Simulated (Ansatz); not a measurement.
Structure from Materials Project entry mp-726265 (possibly hypothetical), not relaxed further. The listed cell was then made from it by scaling, straining or moving an atom.

An input for AgCl: DFT, PBE, PAW with Ansatz's default frozen-core files, scalar-relativistic (Ansatz 0.2.0).

Command: `ansatz run input.yaml --threads 1 --pin off --max-ram 3072MiB --backend cpu --events-out ev --progress --plain --runs-dir out` The run took 2.5 s on 1 thread of Intel(R) Xeon(R) 6975P-C (Granite Rapids) (shared host), peak memory 0.43 GiB.

```yaml
crystal:
  lattice:
    - [3.46831273, 0.0, 0.0]
    - [0.0, 3.46831273, 0.0]
    - [0.0, 0.0, 3.433973]
  atoms:
    - { symbol: Ag, position: [0.0, 0.0, 0.0] }
    - { symbol: Cl, position: [0.5, 0.5, 0.5] }
kpoints:
  mp_grid: { grid: [9, 9, 9] }
scf:
  occupations: { method: fermi_dirac, width: 0.01 }
hamiltonian:
  xc: pbe
  pseudopotentials: { kind: paw }
output:
  forces: true
  stress: true
  eigenvalues: true
  efg: { contact_densities: true }
  write_density: true
  write_potential: true
  elf: true
  volumetric_format: npy
```

Set-up and iterations as logged by Ansatz (the results part is left out, to be predicted):

```
Engine: ansatz 0.2.0
Pseudopotentials: kind: paw
Pseudopotential: Ag, paw, valence charge 19, recommended cutoff 420 eV (normal)
Pseudopotential: Cl, paw, valence charge 7, recommended cutoff 420 eV (normal)
Functional definition: PBE
  parameter kappa = 0.804
  parameter beta = 0.06672455060314922
  exchange = pbe_x(kappa = kappa, mu = beta*pi^2/3)
  correlation = pbe_c(beta = beta)
Crystal: 2 atoms, lattice volume = 41.308 Å³
Basis set: ecut = 420 eV, 799 PW (Γ), exchange–correlation on 48×48×48 points (8 copies of the dense FFT grid, shifted against one another)
Bands: 17, of which v1, the nominal top of the filled ones, is band 13 counted from 1 (12 counted from 0)
Symmetry: 16 space group operations
Space group: P4/mmm (ITA 123), of the structure as read, at distance tolerance 3.5e-5 Å
k-points: 75 of 729
Non-local potential: Ag, projectors of the file, l = 0: 3, l = 1: 2, l = 2: 2, l = 3: 1
Non-local potential: Cl, projectors of the file, l = 0: 2, l = 1: 2, l = 2: 2
PAW form: soft (Blöchl's): semilocal exchange-correlation on the pseudo side does not see the compensation charge
PAW one-centre angular grid: Ag, 590 points (default); XC on 64 Gauss nodes
PAW one-centre angular grid: Cl, 110 points (default); XC on 64 Gauss nodes
Initial density: superposition of atomic densities (neutral atoms: chi_scale 0, normalization atom), corrected by the library's trained network
Initial wavefunctions: pseudopotential atomic-orbital guess
Functional: x = pbe(κ = 0.804, μ = 0.2195149727645171), c = pbe(β = 0.06672455060314922)
SCF iter   1: F=—  HF=-8670.616586 eV  |F-HF|=—  |Δ(HF+E_count)|=         —  Δρ=1.63e-3  dr2=7.57e-4  ethr=1.77e-3  ⟨swp⟩=5.1  Hψ=6132  notcnv=0
SCF iter   2: F=—  HF=-8670.616907 eV  |F-HF|=—  |Δ(HF+E_count)|=   3.21e-4  Δρ=9.95e-4  dr2=2.21e-4  ethr=2.91e-6  ⟨swp⟩=2.9  Hψ=3308  notcnv=0
SCF iter   3: F=—  HF=-8670.616855 eV  |F-HF|=—  |Δ(HF+E_count)|=   5.18e-5  Δρ=4.48e-4  dr2=1.70e-5  ethr=8.49e-7  ⟨swp⟩=2.3  Hψ=2017  notcnv=0
SCF iter   4: F=—  HF=-8670.616881 eV  |F-HF|=—  |Δ(HF+E_count)|=   2.56e-5  Δρ=5.02e-5  dr2=2.70e-7  ethr=6.53e-8  ⟨swp⟩=2.9  Hψ=2231  notcnv=0
iter 5 did not close the SCF: its close was put off for the readings that it lacked (scf_convergence_deferred on its scf_iter line)
SCF iter   5: F=-8670.616881 eV  HF=-8670.616881 eV  |F-HF|=3.83e-8  |Δ(HF+E_count)|=   2.10e-7  Δρ=1.06e-5  dr2=6.02e-8  ethr=1.04e-9  ⟨swp⟩=2.0  Hψ=1950  notcnv=0
SCF iter   6: F=-8670.616881 eV  HF=-8670.616881 eV  |F-HF|=1.71e-9  |Δ(HF+E_count)|=   1.41e-8  Δρ=2.23e-6  dr2=1.52e-9  ethr=2.32e-10  ⟨swp⟩=5.0  Hψ=7037  notcnv=0
```

Q: What pressure will this run report?

A: -1.00 GPa (positive in compression).
